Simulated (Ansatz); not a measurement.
Runs of Ansatz 0.2.0 on HfC. The structure is cubic, space group Fm-3m (No. 225). Conventional cell: a = 4.650 Å, b = 4.650 Å, c = 4.650 Å, α = 90.00°, β = 90.00°, γ = 90.00°. Around Hf (site symmetry m-3m) lie 6 C at 2.33 Å. C (site symmetry m-3m) has 6 Hf at 2.33 Å as nearest neighbours. 

```tsv
task	level	cell	k mesh	cutoff (eV)	pressure (GPa)
band structure	PBE	as given	10 × 10 × 10	303	0.3
relaxation of cell and atoms	RPBE+D3(BJ)	relaxed	10 × 10 × 10	-	0.0
band structure	revPBE	as given	10 × 10 × 10	302	3.2
band structure	PBEsol	as given	10 × 10 × 10	302	(a)
```

Alike in all rows: potentials or basis all-electron LAPW, scalar-relativistic; no spin polarisation; smearing fermi-dirac 0.05 eV; basis error allowed 0.001 eV/atom.

Q: Estimate the missing entries.

A: (a) -6.5.
